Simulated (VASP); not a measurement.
A run of VASP 6.6.1 is set up as follows.

Contents of INCAR:

```
PREC = Accurate
ENCUT = 600
EDIFF = 1E-6
ISMEAR = -1
SIGMA = 0.05
LREAL = False
LASPH = True
NELM = 100
ALGO = Normal
ISIF = 3
LWAVE = False
LCHARG = False
GGA = CA
IBRION = 2
NSW = 40
EDIFFG = -0.01
KPAR = 8
```

File KPOINTS:

```
regular mesh
0
Gamma
  6 6 6
```

The input POSCAR:

```
In2O3
1.0
    2.7435000000      1.5839604635      4.8366666667
   -2.7435000000      1.5839604635      4.8366666667
    0.0000000000     -3.1679209270      4.8366666667
In O
4 6
Direct
    0.3573100000      0.3573100000      0.3573100000
    0.1426900000      0.1426900000      0.1426900000
    0.6426900000      0.6426900000      0.6426900000
    0.8573100000      0.8573100000      0.8573100000
    0.5480000000      0.9520000000      0.2500000000
    0.2500000000      0.5480000000      0.9520000000
    0.9520000000      0.2500000000      0.5480000000
    0.4520000000      0.0480000000      0.7500000000
    0.7500000000      0.4520000000      0.0480000000
    0.0480000000      0.7500000000      0.4520000000
```

Potentials or basis: VASP PAW LDA potentials, release 64 (In_d, O).

Command:

```console
$ cat potpaw_LDA.64/In_d/POTCAR potpaw_LDA.64/O/POTCAR > POTCAR
$ mpirun -np 8 vasp_std > vasp.out
```

(1) Estimate the space group after relaxing (to 0.05 Å).

(2) Predict the relaxed cell.

(3) What does it give for the relaxed volume?

(4) What does it give for the band gap on the k mesh?

Answers

(1) R-3c (No. 167).

(2) a = 5.743 Å, b = 5.743 Å, c = 5.743 Å, α = 56.83°, β = 56.83°, γ = 56.83°.

(3) 12.41 Å³/atom.

(4) 1.30 eV, indirect (least direct gap 1.33 eV).

Caveat: spin-orbit coupling is left out, which moves the levels of the heavy elements.
